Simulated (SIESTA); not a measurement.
Crystal: HgTe (Coloradoite).

```
Hg Te
1.0
     0.00000    3.21450    3.21450
     3.21450    0.00000    3.21450
     3.21450    3.21450    0.00000
Hg Te
1 1
Cartesian
  0.0000 0.0000 0.0000
  4.8217 4.8217 4.8217
```

Base run:

```yaml
Program: SIESTA 5.4.2
Functional: PBE
Potentials_or_basis: PseudoDojo 0.4 standard (PBE files)
Basis: DZP (energy shift 0.002 Ry)
Grid_cutoff: 800 Ry
Energy_shift: 0.002 Ry
k_mesh: 7 × 7 × 7
Occupations: fermi-dirac, width 0.05 eV
Spin: no spin polarisation
```

Its results: band gap on the k mesh none (metal or under the smearing width); pressure 5.9 GPa.

After a change of settings the same cell gave: band gap on the k mesh 1.51 eV, indirect (least direct gap 2.49 eV); pressure -1.1 GPa. Which change was it?
A. basis from DZP (energy shift 0.002 Ry) to SZP (energy shift 0.005 Ry); energy shift from 0.002 Ry to 0.005 Ry
B. functional from PBE to VV10
C. basis from DZP (energy shift 0.002 Ry) to SZP (energy shift 0.002 Ry)
D. functional from PBE to LDA; potentials or basis from PseudoDojo 0.4 standard (PBE files) to PseudoDojo 0.4 standard (LDA files)

C.

Caveats: the valence orbitals were made in a potential fitted to the semicore shell under them, which widens gaps by tenths of an eV or more; the basis of atomic orbitals isn't converged, which shifts pressures, moduli and gaps; semicore shells carry a single zeta, which can move pressures by several GPa and volumes by a few percent (some runs); short orbitals over semicore shells can move pressures by several GPa (some runs); spin-orbit coupling is left out, which moves the levels of the heavy elements (some runs); the mesh misses the band edges, which the band path finds closer together (some runs).

Not every run made on this cell is shown here.
